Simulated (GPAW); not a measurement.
MoS2, 6 atoms in the cell. The structure is hexagonal, space group P6_3/mmc (No. 194). Conventional cell: a = 3.169 Å, b = 3.169 Å, c = 12.324 Å, α = 90.00°, β = 90.00°, γ = 120.00°. Around Mo (site symmetry -6m2) lie 6 S at 2.41 Å. Around S (site symmetry 3m) lie 3 Mo at 2.41 Å. 

| Quantity | Value |
| --- | --- |
| Program | GPAW 26.7.0 |
| Task | single point |
| Functional | PBE |
| Potentials or basis | GPAW PAW data sets (gpaw-data 1.2.1) |
| Cutoff | 600 eV |
| Basis | pw |
| k mesh | 15 × 15 × 4 |
| Occupations | fermi-dirac, width 0.05 eV |
| Spin | no spin polarisation |
| Maxiter | 100 |

Potentials or basis: GPAW PAW data sets (gpaw-data 1.2.1), pw.

Run with:

```bash
$ OMP_NUM_THREADS=1 python run.py
```

Hardware: 1 thread of Intel(R) Xeon(R) Platinum 8375C CPU @ 2.90GHz (Ice Lake) (shared host).

**Question.** Estimate the wall time of this run.

**Answer.** Wall time 3.9 min on 1 thread of Intel(R) Xeon(R) Platinum 8375C CPU @ 2.90GHz (Ice Lake), with other jobs on the host, peak memory 0.52 GiB. Counts: scf iterations 12, plane waves 3614, bands 46, k points 100.
